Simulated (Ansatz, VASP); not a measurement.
# InAs in two plane-wave programs

One calculation is typed for both programs; each brings its own data sets. How far apart do they land? The cell is taken from a series of runs on this material, whose earlier steps may have relaxed, scaled, displaced or heated it; both programs get it as it stands.

Method: plane waves, with VASP 6.6.1 beside it; zone-centre phonons at LDA, in Ansatz 0.2.0.

## 1. The structure

Symmetry: Imm2, No. 44, orthorhombic system. The conventional cell has a = 4.090 Å, b = 4.266 Å, c = 6.155 Å, α = 90.00°, β = 90.00°, γ = 90.00°. Nearest to As lie 4 In at 2.59 to 2.60 Å. Nearest to In lie 4 As at 2.59 to 2.60 Å. Farther neighbours are not listed.

Structure file:

```cif
data_structure
_symmetry_space_group_name_H-M 'Imm2'
_symmetry_Int_Tables_number 44
_cell_length_a 4.0903
_cell_length_b 4.2662
_cell_length_c 6.1548
_cell_angle_alpha 90.000
_cell_angle_beta 90.000
_cell_angle_gamma 90.000
_cell_volume 107.40
loop_
_atom_site_label
_atom_site_type_symbol
_atom_site_symmetry_multiplicity
_atom_site_Wyckoff_symbol
_atom_site_fract_x
_atom_site_fract_y
_atom_site_fract_z
_atom_site_occupancy
As1 As 2 b 0.00000 0.50000 0.75361 1
In1 In 2 a 0.00000 0.00000 0.99641 1
```

## 2. VASP: zone-centre phonons, LDA

Second derivatives magnify differences that forces hide, and they need a tight electronic threshold.

Lines of VASP's logs that name or quote its potential files are left out, and so is its time.

Contents of INCAR:

```
SYSTEM = InAs
PREC = Accurate
ENCUT = 500
EDIFF = 1E-08
NELM = 120
ISMEAR = 0
SIGMA = 0.015
LREAL = .FALSE.
ALGO = Normal
GGA = CA
NBANDS = 15
LORBIT = 11
LWAVE = .FALSE.
LCHARG = .FALSE.
ISIF = 2
ISYM = 2
IBRION = 8
LASPH = .TRUE.
GGA_COMPAT = .FALSE.
EFERMI = MIDGAP
KPAR = 2
```

Contents of POSCAR:

```
InAs
1.0
   -0.0621976159      2.9544752841      3.0773911811
    2.9544752841     -0.0621976159      3.0773911811
    2.8922776681      2.8922776681      0.0000000000
As In
1 1
Direct
    0.7463995155      0.7463995155      0.7535890808
    0.0036004845      0.0036004845      0.9964109192
```

Contents of KPOINTS:

```
Points of the shifted mesh
1728
Reciprocal
 0.0416666667  0.0416666667  0.0416666667 1
 0.0416666667  0.0416666667  0.1250000000 1
 0.0416666667  0.0416666667  0.2083333333 1
 0.0416666667  0.0416666667  0.2916666667 1
 0.0416666667  0.0416666667  0.3750000000 1
 0.0416666667  0.0416666667  0.4583333333 1
 0.0416666667  0.0416666667  0.5416666667 1
 0.0416666667  0.0416666667  0.6250000000 1
 0.0416666667  0.0416666667  0.7083333333 1
 0.0416666667  0.0416666667  0.7916666667 1
 0.0416666667  0.0416666667  0.8750000000 1
 0.0416666667  0.0416666667  0.9583333333 1
 0.0416666667  0.1250000000  0.0416666667 1
 0.0416666667  0.1250000000  0.1250000000 1
 0.0416666667  0.1250000000  0.2083333333 1
 0.0416666667  0.1250000000  0.2916666667 1
 0.0416666667  0.1250000000  0.3750000000 1
 0.0416666667  0.1250000000  0.4583333333 1
 0.0416666667  0.1250000000  0.5416666667 1
 0.0416666667  0.1250000000  0.6250000000 1
 0.0416666667  0.1250000000  0.7083333333 1
 0.0416666667  0.1250000000  0.7916666667 1
 0.0416666667  0.1250000000  0.8750000000 1
 0.0416666667  0.1250000000  0.9583333333 1
 0.0416666667  0.2083333333  0.0416666667 1
 0.0416666667  0.2083333333  0.1250000000 1
 0.0416666667  0.2083333333  0.2083333333 1
 0.0416666667  0.2083333333  0.2916666667 1
 0.0416666667  0.2083333333  0.3750000000 1
 0.0416666667  0.2083333333  0.4583333333 1
 0.0416666667  0.2083333333  0.5416666667 1
 0.0416666667  0.2083333333  0.6250000000 1
 0.0416666667  0.2083333333  0.7083333333 1
 0.0416666667  0.2083333333  0.7916666667 1
 0.0416666667  0.2083333333  0.8750000000 1
 0.0416666667  0.2083333333  0.9583333333 1
 0.0416666667  0.2916666667  0.0416666667 1
 0.0416666667  0.2916666667  0.1250000000 1
 0.0416666667  0.2916666667  0.2083333333 1
 0.0416666667  0.2916666667  0.2916666667 1
 0.0416666667  0.2916666667  0.3750000000 1
 0.0416666667  0.2916666667  0.4583333333 1
 0.0416666667  0.2916666667  0.5416666667 1
 0.0416666667  0.2916666667  0.6250000000 1
 0.0416666667  0.2916666667  0.7083333333 1
 0.0416666667  0.2916666667  0.7916666667 1
 0.0416666667  0.2916666667  0.8750000000 1
 0.0416666667  0.2916666667  0.9583333333 1
 0.0416666667  0.3750000000  0.0416666667 1
 0.0416666667  0.3750000000  0.1250000000 1
 0.0416666667  0.3750000000  0.2083333333 1
 0.0416666667  0.3750000000  0.2916666667 1
 0.0416666667  0.3750000000  0.3750000000 1
 0.0416666667  0.3750000000  0.4583333333 1
 0.0416666667  0.3750000000  0.5416666667 1
 0.0416666667  0.3750000000  0.6250000000 1
 0.0416666667  0.3750000000  0.7083333333 1
 0.0416666667  0.3750000000  0.7916666667 1
 0.0416666667  0.3750000000  0.8750000000 1
 0.0416666667  0.3750000000  0.9583333333 1
 0.0416666667  0.4583333333  0.0416666667 1
 0.0416666667  0.4583333333  0.1250000000 1
 0.0416666667  0.4583333333  0.2083333333 1
 0.0416666667  0.4583333333  0.2916666667 1
 0.0416666667  0.4583333333  0.3750000000 1
 0.0416666667  0.4583333333  0.4583333333 1
 0.0416666667  0.4583333333  0.5416666667 1
 0.0416666667  0.4583333333  0.6250000000 1
 0.0416666667  0.4583333333  0.7083333333 1
 0.0416666667  0.4583333333  0.7916666667 1
 0.0416666667  0.4583333333  0.8750000000 1
 0.0416666667  0.4583333333  0.9583333333 1
 0.0416666667  0.5416666667  0.0416666667 1
 0.0416666667  0.5416666667  0.1250000000 1
 0.0416666667  0.5416666667  0.2083333333 1
 0.0416666667  0.5416666667  0.2916666667 1
 0.0416666667  0.5416666667  0.3750000000 1
 0.0416666667  0.5416666667  0.4583333333 1
 0.0416666667  0.5416666667  0.5416666667 1
 0.0416666667  0.5416666667  0.6250000000 1
 0.0416666667  0.5416666667  0.7083333333 1
 0.0416666667  0.5416666667  0.7916666667 1
 0.0416666667  0.5416666667  0.8750000000 1
 0.0416666667  0.5416666667  0.9583333333 1
 0.0416666667  0.6250000000  0.0416666667 1
 0.0416666667  0.6250000000  0.1250000000 1
 0.0416666667  0.6250000000  0.2083333333 1
 0.0416666667  0.6250000000  0.2916666667 1
 0.0416666667  0.6250000000  0.3750000000 1
 0.0416666667  0.6250000000  0.4583333333 1
 0.0416666667  0.6250000000  0.5416666667 1
 0.0416666667  0.6250000000  0.6250000000 1
 0.0416666667  0.6250000000  0.7083333333 1
 0.0416666667  0.6250000000  0.7916666667 1
 0.0416666667  0.6250000000  0.8750000000 1
 0.0416666667  0.6250000000  0.9583333333 1
 0.0416666667  0.7083333333  0.0416666667 1
 0.0416666667  0.7083333333  0.1250000000 1
 0.0416666667  0.7083333333  0.2083333333 1
 0.0416666667  0.7083333333  0.2916666667 1
 0.0416666667  0.7083333333  0.3750000000 1
 0.0416666667  0.7083333333  0.4583333333 1
 0.0416666667  0.7083333333  0.5416666667 1
 0.0416666667  0.7083333333  0.6250000000 1
 0.0416666667  0.7083333333  0.7083333333 1
 0.0416666667  0.7083333333  0.7916666667 1
 0.0416666667  0.7083333333  0.8750000000 1
 0.0416666667  0.7083333333  0.9583333333 1
 0.0416666667  0.7916666667  0.0416666667 1
 0.0416666667  0.7916666667  0.1250000000 1
 0.0416666667  0.7916666667  0.2083333333 1
 0.0416666667  0.7916666667  0.2916666667 1
[... 1390 lines left out ...]
 0.8750000000  0.4583333333  0.1250000000 1
 0.8750000000  0.4583333333  0.2083333333 1
 0.8750000000  0.4583333333  0.2916666667 1
 0.8750000000  0.4583333333  0.3750000000 1
 0.8750000000  0.4583333333  0.4583333333 1
 0.8750000000  0.4583333333  0.5416666667 1
 0.8750000000  0.4583333333  0.6250000000 1
 0.8750000000  0.4583333333  0.7083333333 1
 0.8750000000  0.4583333333  0.7916666667 1
 0.8750000000  0.4583333333  0.8750000000 1
 0.8750000000  0.4583333333  0.9583333333 1
 0.8750000000  0.5416666667  0.0416666667 1
 0.8750000000  0.5416666667  0.1250000000 1
 0.8750000000  0.5416666667  0.2083333333 1
 0.8750000000  0.5416666667  0.2916666667 1
 0.8750000000  0.5416666667  0.3750000000 1
 0.8750000000  0.5416666667  0.4583333333 1
 0.8750000000  0.5416666667  0.5416666667 1
 0.8750000000  0.5416666667  0.6250000000 1
 0.8750000000  0.5416666667  0.7083333333 1
 0.8750000000  0.5416666667  0.7916666667 1
 0.8750000000  0.5416666667  0.8750000000 1
 0.8750000000  0.5416666667  0.9583333333 1
 0.8750000000  0.6250000000  0.0416666667 1
 0.8750000000  0.6250000000  0.1250000000 1
 0.8750000000  0.6250000000  0.2083333333 1
 0.8750000000  0.6250000000  0.2916666667 1
 0.8750000000  0.6250000000  0.3750000000 1
 0.8750000000  0.6250000000  0.4583333333 1
 0.8750000000  0.6250000000  0.5416666667 1
 0.8750000000  0.6250000000  0.6250000000 1
 0.8750000000  0.6250000000  0.7083333333 1
 0.8750000000  0.6250000000  0.7916666667 1
 0.8750000000  0.6250000000  0.8750000000 1
 0.8750000000  0.6250000000  0.9583333333 1
 0.8750000000  0.7083333333  0.0416666667 1
 0.8750000000  0.7083333333  0.1250000000 1
 0.8750000000  0.7083333333  0.2083333333 1
 0.8750000000  0.7083333333  0.2916666667 1
 0.8750000000  0.7083333333  0.3750000000 1
 0.8750000000  0.7083333333  0.4583333333 1
 0.8750000000  0.7083333333  0.5416666667 1
 0.8750000000  0.7083333333  0.6250000000 1
 0.8750000000  0.7083333333  0.7083333333 1
 0.8750000000  0.7083333333  0.7916666667 1
 0.8750000000  0.7083333333  0.8750000000 1
 0.8750000000  0.7083333333  0.9583333333 1
 0.8750000000  0.7916666667  0.0416666667 1
 0.8750000000  0.7916666667  0.1250000000 1
 0.8750000000  0.7916666667  0.2083333333 1
 0.8750000000  0.7916666667  0.2916666667 1
 0.8750000000  0.7916666667  0.3750000000 1
 0.8750000000  0.7916666667  0.4583333333 1
 0.8750000000  0.7916666667  0.5416666667 1
 0.8750000000  0.7916666667  0.6250000000 1
 0.8750000000  0.7916666667  0.7083333333 1
 0.8750000000  0.7916666667  0.7916666667 1
 0.8750000000  0.7916666667  0.8750000000 1
 0.8750000000  0.7916666667  0.9583333333 1
 0.8750000000  0.8750000000  0.0416666667 1
 0.8750000000  0.8750000000  0.1250000000 1
 0.8750000000  0.8750000000  0.2083333333 1
 0.8750000000  0.8750000000  0.2916666667 1
 0.8750000000  0.8750000000  0.3750000000 1
 0.8750000000  0.8750000000  0.4583333333 1
 0.8750000000  0.8750000000  0.5416666667 1
 0.8750000000  0.8750000000  0.6250000000 1
 0.8750000000  0.8750000000  0.7083333333 1
 0.8750000000  0.8750000000  0.7916666667 1
 0.8750000000  0.8750000000  0.8750000000 1
 0.8750000000  0.8750000000  0.9583333333 1
 0.8750000000  0.9583333333  0.0416666667 1
 0.8750000000  0.9583333333  0.1250000000 1
 0.8750000000  0.9583333333  0.2083333333 1
 0.8750000000  0.9583333333  0.2916666667 1
 0.8750000000  0.9583333333  0.3750000000 1
 0.8750000000  0.9583333333  0.4583333333 1
 0.8750000000  0.9583333333  0.5416666667 1
 0.8750000000  0.9583333333  0.6250000000 1
 0.8750000000  0.9583333333  0.7083333333 1
 0.8750000000  0.9583333333  0.7916666667 1
 0.8750000000  0.9583333333  0.8750000000 1
 0.8750000000  0.9583333333  0.9583333333 1
 0.9583333333  0.0416666667  0.0416666667 1
 0.9583333333  0.0416666667  0.1250000000 1
 0.9583333333  0.0416666667  0.2083333333 1
 0.9583333333  0.0416666667  0.2916666667 1
 0.9583333333  0.0416666667  0.3750000000 1
 0.9583333333  0.0416666667  0.4583333333 1
 0.9583333333  0.0416666667  0.5416666667 1
 0.9583333333  0.0416666667  0.6250000000 1
 0.9583333333  0.0416666667  0.7083333333 1
 0.9583333333  0.0416666667  0.7916666667 1
 0.9583333333  0.0416666667  0.8750000000 1
 0.9583333333  0.0416666667  0.9583333333 1
 0.9583333333  0.1250000000  0.0416666667 1
 0.9583333333  0.1250000000  0.1250000000 1
 0.9583333333  0.1250000000  0.2083333333 1
 0.9583333333  0.1250000000  0.2916666667 1
 0.9583333333  0.1250000000  0.3750000000 1
 0.9583333333  0.1250000000  0.4583333333 1
 0.9583333333  0.1250000000  0.5416666667 1
 0.9583333333  0.1250000000  0.6250000000 1
 0.9583333333  0.1250000000  0.7083333333 1
 0.9583333333  0.1250000000  0.7916666667 1
 0.9583333333  0.1250000000  0.8750000000 1
 0.9583333333  0.1250000000  0.9583333333 1
 0.9583333333  0.2083333333  0.0416666667 1
 0.9583333333  0.2083333333  0.1250000000 1
 0.9583333333  0.2083333333  0.2083333333 1
 0.9583333333  0.2083333333  0.2916666667 1
 0.9583333333  0.2083333333  0.3750000000 1
 0.9583333333  0.2083333333  0.4583333333 1
 0.9583333333  0.2083333333  0.5416666667 1
 0.9583333333  0.2083333333  0.6250000000 1
 0.9583333333  0.2083333333  0.7083333333 1
 0.9583333333  0.2083333333  0.7916666667 1
 0.9583333333  0.2083333333  0.8750000000 1
 0.9583333333  0.2083333333  0.9583333333 1
 0.9583333333  0.2916666667  0.0416666667 1
 0.9583333333  0.2916666667  0.1250000000 1
 0.9583333333  0.2916666667  0.2083333333 1
 0.9583333333  0.2916666667  0.2916666667 1
 0.9583333333  0.2916666667  0.3750000000 1
 0.9583333333  0.2916666667  0.4583333333 1
 0.9583333333  0.2916666667  0.5416666667 1
 0.9583333333  0.2916666667  0.6250000000 1
 0.9583333333  0.2916666667  0.7083333333 1
 0.9583333333  0.2916666667  0.7916666667 1
 0.9583333333  0.2916666667  0.8750000000 1
 0.9583333333  0.2916666667  0.9583333333 1
 0.9583333333  0.3750000000  0.0416666667 1
 0.9583333333  0.3750000000  0.1250000000 1
 0.9583333333  0.3750000000  0.2083333333 1
 0.9583333333  0.3750000000  0.2916666667 1
 0.9583333333  0.3750000000  0.3750000000 1
 0.9583333333  0.3750000000  0.4583333333 1
 0.9583333333  0.3750000000  0.5416666667 1
 0.9583333333  0.3750000000  0.6250000000 1
 0.9583333333  0.3750000000  0.7083333333 1
 0.9583333333  0.3750000000  0.7916666667 1
 0.9583333333  0.3750000000  0.8750000000 1
 0.9583333333  0.3750000000  0.9583333333 1
 0.9583333333  0.4583333333  0.0416666667 1
 0.9583333333  0.4583333333  0.1250000000 1
 0.9583333333  0.4583333333  0.2083333333 1
 0.9583333333  0.4583333333  0.2916666667 1
 0.9583333333  0.4583333333  0.3750000000 1
 0.9583333333  0.4583333333  0.4583333333 1
 0.9583333333  0.4583333333  0.5416666667 1
 0.9583333333  0.4583333333  0.6250000000 1
 0.9583333333  0.4583333333  0.7083333333 1
 0.9583333333  0.4583333333  0.7916666667 1
 0.9583333333  0.4583333333  0.8750000000 1
 0.9583333333  0.4583333333  0.9583333333 1
 0.9583333333  0.5416666667  0.0416666667 1
 0.9583333333  0.5416666667  0.1250000000 1
 0.9583333333  0.5416666667  0.2083333333 1
 0.9583333333  0.5416666667  0.2916666667 1
 0.9583333333  0.5416666667  0.3750000000 1
 0.9583333333  0.5416666667  0.4583333333 1
 0.9583333333  0.5416666667  0.5416666667 1
 0.9583333333  0.5416666667  0.6250000000 1
 0.9583333333  0.5416666667  0.7083333333 1
 0.9583333333  0.5416666667  0.7916666667 1
 0.9583333333  0.5416666667  0.8750000000 1
 0.9583333333  0.5416666667  0.9583333333 1
 0.9583333333  0.6250000000  0.0416666667 1
 0.9583333333  0.6250000000  0.1250000000 1
 0.9583333333  0.6250000000  0.2083333333 1
 0.9583333333  0.6250000000  0.2916666667 1
 0.9583333333  0.6250000000  0.3750000000 1
 0.9583333333  0.6250000000  0.4583333333 1
 0.9583333333  0.6250000000  0.5416666667 1
 0.9583333333  0.6250000000  0.6250000000 1
 0.9583333333  0.6250000000  0.7083333333 1
 0.9583333333  0.6250000000  0.7916666667 1
 0.9583333333  0.6250000000  0.8750000000 1
 0.9583333333  0.6250000000  0.9583333333 1
 0.9583333333  0.7083333333  0.0416666667 1
 0.9583333333  0.7083333333  0.1250000000 1
 0.9583333333  0.7083333333  0.2083333333 1
 0.9583333333  0.7083333333  0.2916666667 1
 0.9583333333  0.7083333333  0.3750000000 1
 0.9583333333  0.7083333333  0.4583333333 1
 0.9583333333  0.7083333333  0.5416666667 1
 0.9583333333  0.7083333333  0.6250000000 1
 0.9583333333  0.7083333333  0.7083333333 1
 0.9583333333  0.7083333333  0.7916666667 1
 0.9583333333  0.7083333333  0.8750000000 1
 0.9583333333  0.7083333333  0.9583333333 1
 0.9583333333  0.7916666667  0.0416666667 1
 0.9583333333  0.7916666667  0.1250000000 1
 0.9583333333  0.7916666667  0.2083333333 1
 0.9583333333  0.7916666667  0.2916666667 1
 0.9583333333  0.7916666667  0.3750000000 1
 0.9583333333  0.7916666667  0.4583333333 1
 0.9583333333  0.7916666667  0.5416666667 1
 0.9583333333  0.7916666667  0.6250000000 1
 0.9583333333  0.7916666667  0.7083333333 1
 0.9583333333  0.7916666667  0.7916666667 1
 0.9583333333  0.7916666667  0.8750000000 1
 0.9583333333  0.7916666667  0.9583333333 1
 0.9583333333  0.8750000000  0.0416666667 1
 0.9583333333  0.8750000000  0.1250000000 1
 0.9583333333  0.8750000000  0.2083333333 1
 0.9583333333  0.8750000000  0.2916666667 1
 0.9583333333  0.8750000000  0.3750000000 1
 0.9583333333  0.8750000000  0.4583333333 1
 0.9583333333  0.8750000000  0.5416666667 1
 0.9583333333  0.8750000000  0.6250000000 1
 0.9583333333  0.8750000000  0.7083333333 1
 0.9583333333  0.8750000000  0.7916666667 1
 0.9583333333  0.8750000000  0.8750000000 1
 0.9583333333  0.8750000000  0.9583333333 1
 0.9583333333  0.9583333333  0.0416666667 1
 0.9583333333  0.9583333333  0.1250000000 1
 0.9583333333  0.9583333333  0.2083333333 1
 0.9583333333  0.9583333333  0.2916666667 1
 0.9583333333  0.9583333333  0.3750000000 1
 0.9583333333  0.9583333333  0.4583333333 1
 0.9583333333  0.9583333333  0.5416666667 1
 0.9583333333  0.9583333333  0.6250000000 1
 0.9583333333  0.9583333333  0.7083333333 1
 0.9583333333  0.9583333333  0.7916666667 1
 0.9583333333  0.9583333333  0.8750000000 1
 0.9583333333  0.9583333333  0.9583333333 1
```

Potentials, in the order of the species: As and In_d (LDA family, release 64).

On the command line:

```bash
$ mpirun -np 2 vasp_std
```

Numbers of over 12 decimals in the logs are rounded to 6 here.

Output:

```text
[banner, memory and clock lines left out]
running    2 mpi-ranks, on    1 nodes
[...]
LDA part: xc-table for (Slater(with rela. corr.)+CA(PZ))
 , standard interpolation
 POSCAR, INCAR and KPOINTS ok, starting setup
[...]
entering main loop
       N       E                     dE             d eps       ncg     rms          rms(c)
DAV:   1     0.112308190767E+03    0.11231E+03   -0.82325E+03 52085   0.127E+03
DAV:   2    -0.147102262416E+01   -0.11378E+03   -0.10944E+03 55746   0.303E+02
DAV:   3    -0.912885515992E+01   -0.76578E+01   -0.76130E+01 66750   0.798E+01
DAV:   4    -0.932484738042E+01   -0.19599E+00   -0.19593E+00 62757   0.142E+01
[...]
DAV:  12    -0.900657541734E+01    0.25541E-05   -0.56648E-06 78310   0.322E-02    0.659E-03
DAV:  13    -0.900657547686E+01   -0.59524E-07   -0.76544E-07 65798   0.534E-03    0.101E-03
DAV:  14    -0.900657547288E+01    0.39779E-08   -0.27888E-08 65717   0.172E-03
   1 F= -.90065755E+01 E0= -.90065755E+01  d E =-.326205E-89
 Linear response reoptimize wavefunctions to high precision
DAV:   1    -0.900657547273E+01    0.15552E-09   -0.57085E-09 60916   0.139E-03
DAV:   2    -0.900657547282E+01   -0.90495E-10   -0.88466E-10 36040   0.217E-04
 Linear response DOF=           4
 Linear response progress:
  Degree of freedom:   1/  4
       N       E                     dE             d eps       ncg     rms          rms(c)
RMM:   1    -0.474082516942E-01   -0.47408E-01    0.64005E-02109828   0.158E+00
RMM:   2    -0.452433731845E-01    0.21649E-02    0.14784E-03 81372   0.592E-01    0.110E-01
RMM:   3    -0.459246003398E-01   -0.68123E-03   -0.19970E-03 95265   0.250E-01    0.472E-02
RMM:   4    -0.460889369818E-01   -0.16434E-03   -0.15427E-04 97347   0.835E-02    0.108E-02
[...]
RMM:  11    -0.461045264500E-01    0.12755E-07   -0.11467E-07111277   0.664E-05    0.299E-05
RMM:  12    -0.461045367039E-01   -0.10254E-07    0.42648E-08106396   0.272E-05    0.494E-06
RMM:  13    -0.461045324751E-01    0.42288E-08   -0.26321E-08108357   0.142E-05    0.199E-06
 first order change of Fermi-energy  -0.48787E+00
 force on displaced ion       1 direction 1 :  -7.988  -0.092  -0.003
 Linear response progress:
  Degree of freedom:   2/  4
       N       E                     dE             d eps       ncg     rms          rms(c)
RMM:   1    -0.479272723398E-01   -0.47927E-01    0.63310E-02108091   0.164E+00
RMM:   2    -0.453684541063E-01    0.25588E-02    0.16378E-03 81284   0.606E-01    0.116E-01
RMM:   3    -0.461162217145E-01   -0.74777E-03   -0.21002E-03 95217   0.259E-01    0.495E-02
RMM:   4    -0.462957993493E-01   -0.17958E-03   -0.16940E-04 96805   0.876E-02    0.111E-02
[...]
RMM:  10    -0.463069468040E-01   -0.79386E-07    0.14637E-07105918   0.185E-04    0.857E-05
RMM:  11    -0.463069467722E-01    0.31758E-10   -0.14703E-07110635   0.759E-05    0.157E-05
RMM:  12    -0.463069517571E-01   -0.49849E-08    0.26953E-08104357   0.312E-05    0.717E-06
 first order change of Fermi-energy  -0.11421E+01
 force on displaced ion       1 direction 3 :  -0.003  -0.003  -8.345
 Linear response progress:
  Degree of freedom:   3/  4
       N       E                     dE             d eps       ncg     rms          rms(c)
RMM:   1    -0.235079841640E+00   -0.23508E+00   -0.78463E-02 70012   0.500E+00
RMM:   2    -0.237642658350E+00   -0.25628E-02   -0.14196E-02 88320   0.107E+00    0.792E-02
RMM:   3    -0.237614100640E+00    0.28558E-04   -0.16448E-03 95870   0.332E-01    0.388E-02
RMM:   4    -0.237432482186E+00    0.18162E-03   -0.14730E-04 97981   0.109E-01    0.203E-02
[...]
RMM:  12    -0.237399529450E+00    0.60686E-07    0.90029E-08110993   0.988E-05    0.181E-05
RMM:  13    -0.237399622782E+00   -0.93332E-07    0.33922E-08103146   0.642E-05    0.200E-05
RMM:  14    -0.237399625441E+00   -0.26597E-08    0.27995E-08112363   0.440E-05    0.280E-05
 first order change of Fermi-energy   0.48788E+00
 force on displaced ion       2 direction 1 :  -7.979  -0.092  -0.004
 Linear response progress:
  Degree of freedom:   4/  4
       N       E                     dE             d eps       ncg     rms          rms(c)
RMM:   1    -0.235519437283E+00   -0.23552E+00   -0.87032E-02 70064   0.493E+00
RMM:   2    -0.237955472981E+00   -0.24360E-02   -0.13858E-02 88291   0.106E+00    0.814E-02
RMM:   3    -0.237937125511E+00    0.18347E-04   -0.15914E-03 95746   0.328E-01    0.412E-02
RMM:   4    -0.237764732258E+00    0.17239E-03   -0.15090E-04 97818   0.109E-01    0.205E-02
[...]
RMM:  11    -0.237747263896E+00    0.15741E-06    0.20232E-07106303   0.170E-04    0.950E-06
RMM:  12    -0.237747282556E+00   -0.18661E-07    0.13177E-07108276   0.970E-05    0.879E-06
RMM:  13    -0.237747282499E+00    0.56912E-10    0.76254E-08111060   0.598E-05    0.109E-05
 first order change of Fermi-energy   0.11422E+01
 force on displaced ion       2 direction 3 :  -0.004  -0.004  -8.324
 Linear response finished
```

[end of part 1 of 2]

[Lines on the potential files, build, host, timing and source positions are cut from VASP's logs without a mark.]

[Logs are printed without paths, hosts, clocks, repeated set-up lines and the standing remarks that a program may print on its own settings, such as how far it seeks lower states.]

[Hosts, paths, dates, database ids (printed as entryN), source tags and the programs' standing remarks are cut or masked in the printed files.]
